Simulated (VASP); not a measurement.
NiO: equation of state with PBE

Crystal: NiO.

```xyz
2
Lattice="0.0000 2.0859 2.0859 2.0859 0.0000 2.0859 2.0859 2.0859 0.0000" Properties=species:S:1:pos:R:3 pbc="T T T"
Ni    0.0000    0.0000    0.0000
O     2.0859    2.0859    2.0859
```

```json
{
  "Program": "VASP 6.6.1",
  "Task": "equation of state",
  "Functional": "PBE",
  "Potentials or basis": "VASP PAW PBE potentials, release 64 (Ni, O)",
  "Cutoff": "520 eV",
  "k mesh": "11 × 11 × 11",
  "Occupations": "fermi-dirac, width 0.05 eV",
  "Spin": "collinear spin, ferromagnetic start",
  "Starting moments": "[1.0, 0.0] μB"
}
```

| Item | Value |
| --- | --- |
| Equilibrium volume | 9.36 Å³/atom |
| Bulk modulus | 160 GPa |
| Pressure derivative of the bulk modulus | 4.5 (rough: it moves with the points fitted) |

Energy against volume, from the lowest point:
```
volume (Å³/atom)  energy (meV/atom)
           8.531              43.31
           8.713              25.23
           8.894              12.49
           9.076               4.39
           9.257               0.31
           9.439               0.00
           9.620               3.23
```

All runs of the series together: 3.6 min on 1 thread of Intel(R) Xeon(R) Platinum 8488C (Sapphire Rapids) (shared host).

PBE usually gives volumes a little too large and moduli too small. Zero-point motion and thermal expansion aren't in these numbers.
